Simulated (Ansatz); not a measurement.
# A point defect in Cu

All numbers below come from DFT PBE, scalar-relativistic, plane waves, PAW (Ansatz). Run with 420 eV cutoff, 4×4×4 k-mesh, Gaussian smearing of 0.10 eV, no spin polarisation.

Host crystal, relaxed:

```yaml
crystal:
  lattice:
    - [0.00000, 1.81490, 1.81490]
    - [1.81490, 0.00000, 1.81490]
    - [1.81490, 1.81490, 0.00000]
  atoms:
    - { symbol: Cu, position: [0.00000, 0.00000, 0.00000] }
```

Supercell of 27 atoms, rows in host cell vectors: 0 -3 3; 0 -3 0; 3 -3 0. Atoms relax at the host's cell from a start displaced at random by 0.06 Å near the defect, so other minima may exist. The cell is small, so energies carry finite-size errors of tenths of an eV. The host is a metal. Atoms are taken from and returned to the elements' standard states.

The defect is an interstitial at (0.500, 0.500, 0.500) of the host cell.

| charge | E_f at the valence band top (eV) | moment (μB) | largest move (Å) | atoms near the site |
| --- | --- | --- | --- | --- |
| 0 | 2.21 | 0.00 | 0.11 | 6 Cu at 1.92 Å |

(1) Which element is it? Judge by the nearest distance in charge 0 and covalent radii.
A. Br
B. I
C. N
D. Ga
E. Pb

Results:

(1) C. The nearest neighbour is Cu at 1.92 Å, and the summed covalent radii with Cu are 2.52 Å for Br, 2.54 Å for Ga, 2.71 Å for I, 2.03 Å for N, 2.78 Å for Pb, so N fits best. Bonds can miss such sums by a tenth of an ångström or more.